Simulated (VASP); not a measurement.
A run of VASP 6.6.1 is set up as follows.

File INCAR:

```
ALGO = Normal ; EDIFF = 1E-7
ENCUT = 520 ; GGA = PE
ISIF = 2 ; ISMEAR = -1
LASPH = True ; LCHARG = True
LELF = True ; LREAL = False
LVHAR = True ; LWAVE = False
NBANDS = 10 ; NELM = 80
PREC = Accurate ; SIGMA = 0.05
```

Contents of KPOINTS:

```
k-points
0
Gamma
  9 9 9
```

Contents of POSCAR:

```
I
1.0
   -2.0560280000      2.0834200000      2.1449540000
    2.0432770000     -2.0539350000      2.1027180000
    2.0826600000      2.0805670000     -2.1154690000
I
1
Direct
    0.0076730000      0.0098910000      0.0055040000
```

Potentials or basis: VASP PAW PBE potentials, release 64 (I).

Run with:

```console
$ cat potpaw_PBE.64/I/POTCAR > POTCAR
$ mpirun -np 1 vasp_std > vasp.out
```

(1) Estimate the pressure.

(2) Predict the band gap on the k mesh.

Answers

(1) -0.2 GPa.

(2) none (metal or under the smearing width).

Caveat: an odd number of electrons without spin polarisation forces a metal; a magnetic or distorted state may lie lower.
